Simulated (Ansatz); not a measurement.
**How far is PAW off for TiSi₂?**

```
Ti Si
1.0
     0.08379    4.16061    4.30268
     2.42911    0.06648    4.28536
     2.42768    4.14187    0.06505
Ti Si
2 4
Direct
  0.75000 0.75000 0.75000
  0.50000 0.50000 0.50000
  0.08300 0.41700 0.08300
  0.41700 0.08300 0.41700
  0.16700 0.83300 0.16700
  0.83300 0.16700 0.83300
```

Atoms are numbered in the order listed.

The cell is COD entry 1010453, as deposited and not checked against the literature; nothing was relaxed. It is an old determination, and later ones may differ. The listed cell was then made from it by scaling, straining or moving an atom.

Methods: DFT, PBE, PAW with Ansatz's default frozen-core files, scalar-relativistic (Ansatz 0.2.0); DFT, PBE, all-electron LAPW, scalar-relativistic (Ansatz 0.2.0).

For PAW: a Γ-centred 8×8×8 k mesh, Fermi–Dirac smearing of 0.08 eV, cutoff 420 eV, no spin polarisation. LAPW targets a basis error of 0.5 meV/atom. The Ansatz runs share mesh, smearing and spin set-up. Plane-wave (PAW) pressures include the program's estimate of the Pulay term.

Stress and pressure are positive in compression.

The change that made this cell: equal xy, yz and zx engineering shear strains of +2 %.

PAW results:

| quantity | PAW |
| --- | --- |
| pressure (GPa) | 2.50 |
| stress xx (GPa) | 3.17 |
| stress yy (GPa) | 2.00 |
| stress zz (GPa) | 2.34 |
| stress yz (GPa) | -1.88 |
| stress xz (GPa) | -3.13 |
| stress xy (GPa) | -2.61 |
| force on Ti1, y (eV/Å) | 0.129 |
| force on Si3, y (eV/Å) | 0.264 |
| force on Si4, y (eV/Å) | -0.139 |

(1) What does full-potential LAPW give for the same quantities?

Answers

(1) 
| quantity | LAPW |
| --- | --- |
| pressure (GPa) | 2.50 |
| stress xx (GPa) | 3.18 |
| stress yy (GPa) | 1.99 |
| stress zz (GPa) | 2.33 |
| stress yz (GPa) | -1.88 |
| stress xz (GPa) | -3.13 |
| stress xy (GPa) | -2.61 |
| force on Ti1, y (eV/Å) | 0.129 |
| force on Si3, y (eV/Å) | 0.264 |
| force on Si4, y (eV/Å) | -0.139 |
